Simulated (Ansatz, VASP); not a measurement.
# SrCa (SrCa in the L10 ordering): VASP beside Ansatz, part 2 of 3

One calculation is typed for both programs; each brings its own data sets. How far apart do they land? The cell is generated by rule, not measured, and may not be a known phase. Of the first pair: The cell is taken from a series of runs on this material, whose earlier steps may have relaxed, scaled, displaced or heated it; both programs get it as it stands.

VASP 6.6.1 and Ansatz 0.2.0.

So far: Starting point; Ansatz: zone-centre phonons, PBE.

### Step 3. VASP: zone-centre phonons, PBE

Level of this step: PBE; plane waves and PAW (Ca_sv, Sr_sv); invented cell (VASP).

The same cell, functional, mesh and smearing now go to VASP, with its own data sets.

Lines of VASP's logs that name or quote its potential files are left out, and so is its time.

File INCAR:

```
SYSTEM = SrCa
PREC = Accurate
ENCUT = 500
EDIFF = 1E-08
NELM = 120
ISMEAR = 1
SIGMA = 0.2
LREAL = .FALSE.
ALGO = Normal
GGA = PE
NBANDS = 16
LORBIT = 11
LWAVE = .FALSE.
LCHARG = .FALSE.
ISIF = 2
IBRION = 8
LASPH = .TRUE.
GGA_COMPAT = .FALSE.
```

File POSCAR:

```
SrCa
1.0
    4.1324077385      0.0000000000      0.0000000000
    0.0000000000      4.1324077385      0.0000000000
    0.0000000000      0.0000000000      5.6567668886
Ca Sr
1 1
Direct
    0.0000000000      0.0000000000      0.0000000000
    0.5000000000      0.5000000000      0.5000000000
```

File KPOINTS:

```
Automatic mesh
0
Gamma
4 4 3
0 0 0
```

The projector-augmented-wave data sets are Ca_sv and Sr_sv (PBE family, release 64).

Launch:

```console
$ mpirun -np 1 vasp_std
```

Numbers of over 12 decimals in the logs are rounded to 6 here.

The program printed:

```text
[banner, memory and clock lines left out]
running    1 mpi-ranks, on    1 nodes
 distrk:  each k-point on    1 cores,    1 groups
 distr:  one band on    1 cores,    1 groups

 POSCAR found type information on POSCAR CaSr
 POSCAR found :  2 types and       2 ions
 LDA part: xc-table for (Slater+PW92), standard interpolation
 POSCAR, INCAR and KPOINTS ok, starting setup
 FFT: planning ... GRIDC
 FFT: planning ... GRID_SOFT
 FFT: planning ... GRID
 WAVECAR not read
 entering main loop
       N       E                     dE             d eps       ncg     rms          rms(c)
DAV:   1     0.140464506460E+03    0.14046E+03   -0.92192E+03   384   0.106E+03
DAV:   2     0.388432800319E+01   -0.13658E+03   -0.13526E+03   488   0.275E+02
DAV:   3    -0.344828168913E+01   -0.73326E+01   -0.72792E+01   728   0.510E+01
DAV:   4    -0.357810552657E+01   -0.12982E+00   -0.12985E+00   496   0.657E+00
DAV:   5    -0.358214025042E+01   -0.40347E-02   -0.40328E-02   624   0.804E-01    0.124E+01
DAV:   6    -0.357607666680E+01    0.60636E-02   -0.22016E-02   552   0.144E+00    0.713E+00
DAV:   7    -0.357488239663E+01    0.11943E-02   -0.27603E-02   536   0.179E+00    0.304E-01
DAV:   8    -0.357455138387E+01    0.33101E-03   -0.22397E-03   568   0.334E-01    0.907E-02
DAV:   9    -0.357457929871E+01   -0.27915E-04   -0.27965E-04   616   0.880E-02    0.346E-02
DAV:  10    -0.357458911854E+01   -0.98198E-05   -0.23534E-05   528   0.417E-02    0.108E-02
DAV:  11    -0.357459125482E+01   -0.21363E-05   -0.20902E-06   584   0.107E-02    0.469E-03
DAV:  12    -0.357459102746E+01    0.22736E-06   -0.28099E-07   568   0.346E-03    0.972E-04
DAV:  13    -0.357459084973E+01    0.17773E-06   -0.57259E-08   592   0.148E-03    0.554E-04
DAV:  14    -0.357459079871E+01    0.51020E-07   -0.29783E-09   360   0.340E-04    0.190E-04
DAV:  15    -0.357459081241E+01   -0.13699E-07   -0.73869E-10   304   0.221E-04    0.322E-05
DAV:  16    -0.357459081948E+01   -0.70754E-08   -0.24175E-10   328   0.938E-05
   1 F= -.35745908E+01 E0= -.35708520E+01  d E =-.112164E-01
 Linear response reoptimize wavefunctions to high precision
DAV:   1    -0.357459081707E+01    0.24133E-08   -0.16952E-10   384   0.503E-05
DAV:   2    -0.357459081703E+01    0.35016E-10   -0.34663E-11   320   0.278E-05
 Linear response DOF=           4
 Linear response progress:
  Degree of freedom:   1/  4
       N       E                     dE             d eps       ncg     rms          rms(c)
RMM:   1    -0.450062357849E+00   -0.45006E+00    0.30011E+00   663   0.117E+01
RMM:   2    -0.405239597893E+00    0.44823E-01   -0.12254E-01   935   0.189E+00    0.961E-02
RMM:   3    -0.406664351623E+00   -0.14248E-02   -0.17955E-02  1121   0.525E-01    0.942E-02
RMM:   4    -0.407650022274E+00   -0.98567E-03   -0.31146E-03  1198   0.163E-01    0.781E-02
RMM:   5    -0.407578375395E+00    0.71647E-04   -0.84618E-04  1166   0.927E-02    0.119E-02
RMM:   6    -0.407552765764E+00    0.25610E-04   -0.71948E-05  1178   0.284E-02    0.901E-03
RMM:   7    -0.407562944554E+00   -0.10179E-04   -0.21684E-05  1205   0.151E-02    0.678E-03
RMM:   8    -0.407535751413E+00    0.27193E-04   -0.44420E-06  1241   0.836E-03    0.309E-03
RMM:   9    -0.407542261578E+00   -0.65102E-05   -0.18993E-05  1232   0.480E-03    0.454E-04
RMM:  10    -0.407541914238E+00    0.34734E-06   -0.11363E-05  1371   0.274E-03    0.470E-04
RMM:  11    -0.407542732993E+00   -0.81875E-06   -0.21506E-05  1293   0.178E-03    0.747E-04
RMM:  12    -0.407540245590E+00    0.24874E-05   -0.10440E-05  1226   0.145E-03    0.223E-04
RMM:  13    -0.407540046923E+00    0.19867E-06   -0.15478E-05  1262   0.107E-03    0.119E-04
RMM:  14    -0.407540080073E+00   -0.33151E-07   -0.94918E-06  1427   0.759E-04    0.150E-04
[...]
RMM:  29    -0.407540002141E+00   -0.19534E-07   -0.39858E-07  1268   0.114E-04    0.763E-06
RMM:  30    -0.407540012295E+00   -0.10153E-07   -0.17320E-07  1238   0.107E-04    0.687E-06
RMM:  31    -0.407540018754E+00   -0.64595E-08   -0.11163E-07  1148   0.986E-05    0.897E-06
RMM:  32    -0.407540019797E+00   -0.10431E-08   -0.55789E-07  1048   0.931E-05    0.941E-06
RMM:  33    -0.407540019158E+00    0.63913E-09   -0.70202E-07   945   0.879E-05    0.120E-05
RMM:  34    -0.407540020405E+00   -0.12466E-08   -0.36576E-07  1052   0.834E-05    0.122E-05
RMM:  35    -0.407540018212E+00    0.21927E-08   -0.10431E-07   896   0.783E-05    0.142E-05
RMM:  36    -0.407540029042E+00   -0.10830E-07   -0.88523E-08  1036   0.741E-05    0.144E-05
 first order change of Fermi-energy   0.19984E-04
 force on displaced ion       1 direction 1 :  -1.122   0.000   0.000
 Linear response progress:
  Degree of freedom:   2/  4
       N       E                     dE             d eps       ncg     rms          rms(c)
RMM:   1    -0.453052566747E+00   -0.45305E+00    0.32367E+00   463   0.115E+01
RMM:   2    -0.419437679273E+00    0.33615E-01   -0.96137E-02   617   0.164E+00    0.128E-01
RMM:   3    -0.421837443920E+00   -0.23998E-02   -0.15657E-02   675   0.472E-01    0.109E-01
RMM:   4    -0.422405287441E+00   -0.56784E-03   -0.20186E-03   758   0.157E-01    0.640E-02
RMM:   5    -0.422459289336E+00   -0.54002E-04   -0.99121E-04   738   0.742E-02    0.424E-02
RMM:   6    -0.422458025978E+00    0.12634E-05   -0.45573E-05   835   0.188E-02    0.401E-02
RMM:   7    -0.422358257311E+00    0.99769E-04   -0.23075E-05   724   0.184E-02    0.131E-02
RMM:   8    -0.422311265869E+00    0.46991E-04   -0.92659E-06   719   0.141E-02    0.527E-03
RMM:   9    -0.422286706266E+00    0.24560E-04   -0.31086E-06   719   0.715E-03    0.391E-03
RMM:  10    -0.422270769664E+00    0.15937E-04   -0.29370E-06   769   0.368E-03    0.236E-03
RMM:  11    -0.422257011189E+00    0.13758E-04   -0.13822E-06   718   0.381E-03    0.273E-04
RMM:  12    -0.422257371160E+00   -0.35997E-06   -0.29091E-06   823   0.154E-03    0.202E-04
RMM:  13    -0.422257332962E+00    0.38199E-07   -0.77599E-07   865   0.922E-04    0.141E-04
RMM:  14    -0.422257631466E+00   -0.29850E-06   -0.65122E-07   809   0.668E-04    0.164E-04
RMM:  15    -0.422258032985E+00   -0.40152E-06   -0.39062E-07   838   0.512E-04    0.114E-04
RMM:  16    -0.422258412594E+00   -0.37961E-06   -0.42049E-07   778   0.421E-04    0.330E-05
RMM:  17    -0.422258501231E+00   -0.88637E-07   -0.18308E-07   803   0.319E-04    0.566E-05
RMM:  18    -0.422258508426E+00   -0.71956E-08   -0.20058E-07   867   0.237E-04    0.631E-05
RMM:  19    -0.422258510299E+00   -0.18723E-08   -0.13186E-07   792   0.198E-04    0.871E-05
RMM:  20    -0.422258499387E+00    0.10911E-07   -0.82276E-08   811   0.164E-04    0.881E-05
RMM:  21    -0.422258405556E+00    0.93831E-07   -0.94827E-08   756   0.156E-04    0.903E-05
RMM:  22    -0.422258445097E+00   -0.39541E-07   -0.68729E-08   744   0.123E-04    0.959E-05
 first order change of Fermi-energy   0.28661E-03
 force on displaced ion       1 direction 3 :   0.000  -0.000  -1.985
 Linear response progress:
  Degree of freedom:   3/  4
       N       E                     dE             d eps       ncg     rms          rms(c)
RMM:   1    -0.296551993416E+00   -0.29655E+00    0.91490E-01   798   0.371E+00
RMM:   2    -0.293225842677E+00    0.33262E-02   -0.41965E-02  1072   0.711E-01    0.111E-01
RMM:   3    -0.294355372342E+00   -0.11295E-02   -0.34146E-03  1121   0.201E-01    0.664E-02
RMM:   4    -0.294475022983E+00   -0.11965E-03   -0.56034E-04  1202   0.852E-02    0.352E-02
RMM:   5    -0.294720019744E+00   -0.24500E-03   -0.14001E-04  1210   0.448E-02    0.866E-03
RMM:   6    -0.294767665660E+00   -0.47646E-04   -0.62796E-05  1243   0.209E-02    0.453E-03
RMM:   7    -0.294791695001E+00   -0.24029E-04   -0.26505E-05  1221   0.120E-02    0.126E-03
RMM:   8    -0.294775532473E+00    0.16163E-04   -0.78900E-05  1257   0.733E-03    0.975E-04
RMM:   9    -0.294768362883E+00    0.71696E-05   -0.14203E-04  1286   0.483E-03    0.871E-04
RMM:  10    -0.294763571514E+00    0.47914E-05   -0.13961E-04  1172   0.316E-03    0.532E-04
RMM:  11    -0.294763169925E+00    0.40159E-06   -0.87593E-05  1211   0.210E-03    0.309E-04
RMM:  12    -0.294763384038E+00   -0.21411E-06   -0.51574E-05  1389   0.133E-03    0.326E-04
RMM:  13    -0.294763452137E+00   -0.68099E-07   -0.40151E-05  1386   0.950E-04    0.418E-04
RMM:  14    -0.294763052938E+00    0.39920E-06   -0.20355E-05  1260   0.663E-04    0.417E-04
RMM:  15    -0.294762798526E+00    0.25441E-06   -0.16132E-05  1245   0.499E-04    0.512E-04
RMM:  16    -0.294763055586E+00   -0.25706E-06   -0.94618E-06  1217   0.362E-04    0.626E-04
RMM:  17    -0.294763026142E+00    0.29444E-07   -0.70489E-06  1330   0.258E-04    0.630E-04
RMM:  18    -0.294762919652E+00    0.10649E-06   -0.41129E-06  1170   0.207E-04    0.548E-04
 first order change of Fermi-energy  -0.11227E-04
 force on displaced ion       2 direction 1 :  -1.130   0.000   0.000
 Linear response progress:
  Degree of freedom:   4/  4
       N       E                     dE             d eps       ncg     rms          rms(c)
RMM:   1    -0.321221739370E+00   -0.32122E+00    0.88244E-01   547   0.365E+00
RMM:   2    -0.313228658433E+00    0.79931E-02   -0.50078E-02   708   0.736E-01    0.118E-01
RMM:   3    -0.314129496186E+00   -0.90084E-03   -0.37358E-03   696   0.216E-01    0.848E-02
RMM:   4    -0.314242701155E+00   -0.11320E-03   -0.51945E-04   714   0.927E-02    0.305E-02
RMM:   5    -0.314352836915E+00   -0.11014E-03   -0.12446E-04   752   0.387E-02    0.142E-02
RMM:   6    -0.314461865399E+00   -0.10903E-03   -0.33313E-05   772   0.181E-02    0.399E-03
RMM:   7    -0.314483488738E+00   -0.21623E-04   -0.21132E-05   793   0.878E-03    0.113E-03
RMM:   8    -0.314482968043E+00    0.52069E-06   -0.52804E-05   792   0.417E-03    0.129E-03
RMM:   9    -0.314478993559E+00    0.39745E-05   -0.65890E-05   791   0.266E-03    0.456E-04
RMM:  10    -0.314479490519E+00   -0.49696E-06   -0.32653E-05   835   0.155E-03    0.202E-04
RMM:  11    -0.314479526502E+00   -0.35983E-07   -0.22148E-05   837   0.100E-03    0.103E-04
RMM:  12    -0.314478960201E+00    0.56630E-06   -0.73280E-06   890   0.699E-04    0.421E-05
RMM:  13    -0.314478560210E+00    0.39999E-06   -0.67981E-06   880   0.489E-04    0.794E-05
RMM:  14    -0.314478351173E+00    0.20904E-06   -0.23848E-06   838   0.369E-04    0.322E-05
RMM:  15    -0.314478393912E+00   -0.42739E-07   -0.42210E-06   893   0.273E-04    0.641E-05
RMM:  16    -0.314478397881E+00   -0.39687E-08   -0.24172E-06   830   0.207E-04    0.753E-05
RMM:  17    -0.314478343821E+00    0.54060E-07   -0.29382E-06   812   0.168E-04    0.727E-05
RMM:  18    -0.314478345522E+00   -0.17011E-08   -0.19017E-06   796   0.132E-04    0.830E-05
RMM:  19    -0.314478346535E+00   -0.10129E-08   -0.18932E-06   683   0.107E-04    0.927E-05
RMM:  20    -0.314478363938E+00   -0.17403E-07   -0.13694E-06   765   0.924E-05    0.109E-04
RMM:  21    -0.314478340769E+00    0.23169E-07   -0.12784E-06   762   0.799E-05    0.112E-04
RMM:  22    -0.314478340432E+00    0.33756E-09   -0.89223E-07   746   0.668E-05    0.117E-04
RMM:  23    -0.314478326940E+00    0.13492E-07   -0.82316E-07   759   0.591E-05    0.117E-04
 first order change of Fermi-energy  -0.25094E-03
 force on displaced ion       2 direction 3 :  -0.000  -0.000  -1.973
 Linear response finished
```

From OUTCAR (step 3):

```text
ion  position               nearest neighbor table
   1  0.000  0.000  0.000-   2 4.07   2 4.07   2 4.07   2 4.07   2 4.07   2 4.07   2 4.07   2 4.07

  LATTYP: Found a simple tetragonal cell.
 ALAT       =     4.1324077385
 C/A-ratio  =     1.3688791732

 Subroutine GETGRP returns: Found 16 space group operations
 (whereof 16 operations were pure point group operations)

The static configuration has the point symmetry D_4h.

 Found     12 irreducible k-points:

   k-points           NKPTS =     12   k-points in BZ     NKDIM =     12   number of bands    NBANDS=     16

   dimension x,y,z NGX =    30 NGY =   30 NGZ =   42
   dimension x,y,z NGXF=    60 NGYF=   60 NGZF=   84

   ENCUT  =  500.0 eV  36.75 Ry    6.06 a.u.   7.53  7.53 10.31*2*pi/ulx,y,z

   NELECT =      20.0000    total number of electrons

 k-points in reciprocal lattice and weights: Automatic mesh
   0.00000000  0.00000000  0.00000000       0.021
   0.25000000  0.00000000  0.00000000       0.083
   0.50000000  0.00000000  0.00000000       0.042
   0.25000000  0.25000000  0.00000000       0.083
   0.50000000  0.25000000  0.00000000       0.083
   0.50000000  0.50000000  0.00000000       0.021
   0.00000000  0.00000000  0.33333333       0.042
   0.25000000  0.00000000  0.33333333       0.167
   0.50000000  0.00000000  0.33333333       0.083
   0.25000000  0.25000000  0.33333333       0.167
   0.50000000  0.25000000  0.33333333       0.167
   0.50000000  0.50000000  0.33333333       0.042

 average (electrostatic) potential at core
       1 -49.4445       2 -40.6114

  Total       -0.0843598     -0.0843598      0.0602184      0.0000000     -0.0000000     -0.0000000
  in kB       -1.3991726     -1.3991726      0.9987689      0.0000000     -0.0000000     -0.0000000
  external PRESSURE =      -0.5998587 kB  Pullay stress =       0.0000000 kB

  energy-cutoff  :      500.00
  volume of cell :       96.60
      direct lattice vectors                 reciprocal lattice vectors
     4.132407739  0.000000000  0.000000000     0.241989674  0.000000000  0.000000000
     0.000000000  4.132407739  0.000000000     0.000000000  0.241989674  0.000000000
     0.000000000  0.000000000  5.656766889     0.000000000  0.000000000  0.176779425

 POSITION                                       TOTAL-FORCE (eV/Angst)
 -----------------------------------------------------------------------------------
      0.00000      0.00000      0.00000         0.000000      0.000000      0.000000
      2.06620      2.06620      2.82838         0.000000      0.000000      0.000000
 -----------------------------------------------------------------------------------
    total drift:                                0.000000      0.000000      0.000000

 Eigenvectors and eigenvalues of the dynamical matrix
 ----------------------------------------------------

   1 f  =    4.195814 THz    26.363080 2PiTHz  139.957304 cm-1    17.352486 meV
             X         Y         Z           dx          dy          dz
      0.000000  0.000000  0.000000    -0.000000   -0.000000   -0.829112
      2.066204  2.066204  2.828383     0.000000    0.000000    0.559083

   2 f  =    3.161353 THz    19.863365 2PiTHz  105.451374 cm-1    13.074298 meV
             X         Y         Z           dx          dy          dz
      0.000000  0.000000  0.000000     0.827477   -0.000000    0.000000
      2.066204  2.066204  2.828383    -0.561500   -0.000000    0.000000

   3 f  =    3.161353 THz    19.863365 2PiTHz  105.451374 cm-1    13.074298 meV
             X         Y         Z           dx          dy          dz
      0.000000  0.000000  0.000000     0.000000    0.827477   -0.000000
      2.066204  2.066204  2.828383    -0.000000   -0.561500    0.000000

   4 f/i=    0.004876 THz     0.030635 2PiTHz    0.162637 cm-1     0.020164 meV
             X         Y         Z           dx          dy          dz
      0.000000  0.000000  0.000000     0.528055    0.190893   -0.000000
      2.066204  2.066204  2.828383     0.778189    0.281317   -0.000000

   5 f/i=    0.004876 THz     0.030635 2PiTHz    0.162637 cm-1     0.020164 meV
             X         Y         Z           dx          dy          dz
      0.000000  0.000000  0.000000    -0.190893    0.528055   -0.000000
      2.066204  2.066204  2.828383    -0.281317    0.778189   -0.000000

   6 f/i=    0.005773 THz     0.036276 2PiTHz    0.192581 cm-1     0.023877 meV
             X         Y         Z           dx          dy          dz
      0.000000  0.000000  0.000000    -0.000000    0.000000    0.559083
      2.066204  2.066204  2.828383    -0.000000    0.000000    0.829112

 ELASTIC MODULI CONTR FROM IONIC RELAXATION (kBar)
 Direction    XX          YY          ZZ          XY          YZ          ZX
 --------------------------------------------------------------------------------
 XX           0.0000      0.0000      0.0000      0.0000      0.0000      0.0000
 YY           0.0000      0.0000      0.0000      0.0000      0.0000      0.0000
 ZZ           0.0000      0.0000      0.0000      0.0000      0.0000      0.0000
 XY           0.0000      0.0000      0.0000      0.0000      0.0000      0.0000
 YZ           0.0000      0.0000      0.0000      0.0000      0.0000      0.0000
 ZX           0.0000      0.0000      0.0000      0.0000      0.0000      0.0000
 --------------------------------------------------------------------------------
```

### Step 4. Differences

Known differences besides the potentials themselves: VASP's run holds the zone centre alone; the cutoff is 420 eV in Ansatz and 500 eV in VASP. Total energies have different zeros and are not compared.

The two programs side by side:

```tsv
quantity	Ansatz	VASP	difference
optical mode 1 to 2 (cm⁻¹)	104.5	105.5	-0.92 %
optical mode 3 (cm⁻¹)	139.3	140.0	-0.46 %
```

Modes are paired by rising frequency, not by their patterns, so a pair may set unlike modes beside each other; they are those without the splitting of longitudinal modes.

[end of part 2 of 3]

[Lines on the potential files, build, host, timing and source positions are cut from VASP's logs without a mark.]

[Logs are printed without paths, hosts, clocks, repeated set-up lines and the standing remarks that a program may print on its own settings, such as how far it seeks lower states.]

[Hosts, paths, dates, database ids (printed as entryN), source tags and the programs' standing remarks are cut or masked in the printed files.]
